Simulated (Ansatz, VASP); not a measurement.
# One calculation of TaS2, two programs

The input INCAR:

```
PREC = Accurate
ENCUT = 520
EDIFF = 1E-7
ISMEAR = -1
SIGMA = 0.05
LREAL = F
LASPH = T
NELM = 100
ALGO = Normal
ISIF = 2
LWAVE = F
LCHARG = F
GGA = PE
NBANDS = 18
```

The input KPOINTS:

```
regular mesh
0
Gamma
  9 9 5
```

POSCAR

```
TaS2
1.0
    3.2816134642      0.0000000000      0.0000000000
   -1.6408067321      2.8419606254      0.0000000000
    0.0000000000      0.0000000000      5.7403745971
Ta S
1 2
Direct
    0.0000000000      0.0000000000      0.0000000000
    0.6666666667      0.3333333333      0.7500000000
    0.3333333333      0.6666666667      0.2500000000
```

input.yaml

```yaml
crystal:
  lattice:
    - [3.2816134642, 0.0, 0.0]
    - [-1.6408067321, 2.8419606254, 0.0]
    - [0.0, 0.0, 5.7403745971]
  atoms:
    - { symbol: Ta, position: [0.0, 0.0, 0.0] }
    - { symbol: S, position: [0.6666666667, 0.3333333333, 0.75] }
    - { symbol: S, position: [0.3333333333, 0.6666666667, 0.25] }
hamiltonian:
  xc: pbe
  pseudopotentials: { kind: paw }
kpoints:
  mp_grid: { grid: [9, 9, 5] }
scf:
  occupations: { method: fermi_dirac, width: 0.05 }
output:
  forces: true
  stress: true
  eigenvalues: true
  write_density: true
  write_potential: true
  elf: true
  volumetric_format: npy
```

Change from the starting cell: volume scaled by 0.94.

Alike in both runs: task single point; functional PBE; k mesh 9 × 9 × 5; occupations fermi-dirac, width 0.05 eV; no spin polarisation.

```csv
,VASP,Ansatz
version,VASP 6.6.1,Ansatz 0.2.0
potentials or method,"VASP PAW PBE potentials, release 64 (Ta_pv, S)",Ansatz PAW
plane-wave cutoff (eV),520,420
valence electrons in the cell,23,25
```

|  | VASP | Ansatz | Ansatz less VASP |
| --- | --- | --- | --- |
| gap on the k mesh at the Fermi level (eV) | none | none | - |
| pressure (GPa) | 20.3 | 20.3 | -0.05 |
| largest component of the traceless stress (GPa) | 3.39 | 3.33 | -0.067 |
| rms of the force components (eV/Å) | 1.142 | 1.134 | -0.0077 |

Atom by atom the forces differ by 0.008 eV/Å (rms over components). A gap of «none» marks a metal or a gap that the smearing closes. The two sets of potentials don't hold the same shells in valence.

Caveats: this functional lacks dispersion, which binds the layers, so the pressure and a relaxed spacing across them are unreliable; forces of over 1 eV/Å show positions far from the minimum, so gaps and moduli don't describe the material at rest. Spin-orbit coupling is left out, which matters for the levels of Ta.
